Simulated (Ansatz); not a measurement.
Bands of MnO

```xyz
2
Lattice="0.0000 2.2197 2.2197 2.2197 0.0000 2.2197 2.2197 2.2197 0.0000" Properties=species:S:1:pos:R:3 pbc="T T T"
Mn    0.0000    0.0000    0.0000
O     2.2197    2.2197    2.2197
```

Atom numbers follow the list: Mn1, O2.

The cell was built from the rocksalt type and relaxed in the same program, and has space group Fm-3m; it needn't be a known or the stable phase.

Semilocal functionals without U often leave such compounds metallic or with too small a gap, and the real magnetic order may differ.

Other magnetic orders may lie lower; this is the state that the run reached.

The calculation used DFT, PBE, all-electron LAPW, scalar-relativistic in Ansatz 0.2.0.

The runs use a Γ-centred 13×13×13 k mesh, Fermi–Dirac smearing of 0.05 eV, basis error target 1 meV/atom, spin-polarised from start moments Mn1 4 μB, ending with a cell moment of 4.74 μB.

Points in fractions of the reciprocal vectors of this cell: Γ (0, 0, 0), X (0.5, 0, 0.5), U (0.625, 0.25, 0.625), K (0.375, 0.375, 0.75), L (0.5, 0.5, 0.5), W (0.5, 0.25, 0.75). The path joins them by straight lines in the order Γ–X–U–K–Γ–L–W–X; legs that retrace an earlier one aren't tabulated. Energies are in eV from the Fermi level.

Problem. List the spin-up levels at W between -14 and 8 eV.

Solution. -6.47 (×2), -6.22, -2.42 (×2), -2.03, -1.97, -0.92, 7.04.

Problem. List the spin-up levels at L between -14 and 8 eV.

Solution. -8.32, -6.14 (×2), -2.30 (×2), -1.87, 0.22 (×2), 3.47, 7.75.

Problem. List the spin-down levels at W between -14 and 8 eV.

Solution. -5.76 (×2), -5.28, 1.27 (×2), 2.15, 2.42, 2.92.

Problem. What is the band gap?

Solution. none: bands cross the Fermi level, a metal.
